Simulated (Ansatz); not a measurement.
Crystal: BaTiO3.

```
CELL_PARAMETERS angstrom
2.82737 1.63238 2.31839
-2.82737 1.63238 2.31839
0.00000 -3.26476 2.31839
ATOMIC_POSITIONS crystal
Ba 0.00000 0.00000 0.00000
Ti 0.48450 0.48450 0.48450
O 0.50860 0.01750 0.50860
O 0.01750 0.50860 0.50860
O 0.50860 0.50860 0.01750
```

Base run:

- Program: Ansatz 0.2.0
- Functional: PBEsol
- Potentials or basis: Ansatz PAW
- Cutoff: 420 eV
- Density cutoff: 1680 eV
- k mesh: 7 × 7 × 7
- Occupations: fermi-dirac, width 0.05 eV
- Spin: no spin polarisation

Its results: band gap on the k mesh 2.45 eV, indirect (least direct gap 2.75 eV); pressure -1.2 GPa; largest force 0.144 eV/Å.

The run is repeated on the same cell with these changes: functional from PBEsol to BLYP. What comes out?

Band gap on the k mesh 2.52 eV, indirect (least direct gap 2.81 eV); pressure 10.6 GPa; largest force 0.229 eV/Å.

BLYP binds less tightly than PBEsol, so the same cell stands under more pressure.

Caveats: odd divisions of the mesh miss points on the zone boundary, where band edges often lie, so the gap on the mesh can be too wide; spin-orbit coupling is left out, which moves the levels of the heavy elements; the PAW data sets come from PBE, with cores solved anew for the run's functional, which leaves a small shift of forces and pressure; the potentials were made for another functional, which shifts forces and pressure (some runs).

A k mesh can miss the band edges.

Not every run made on this cell is shown here.
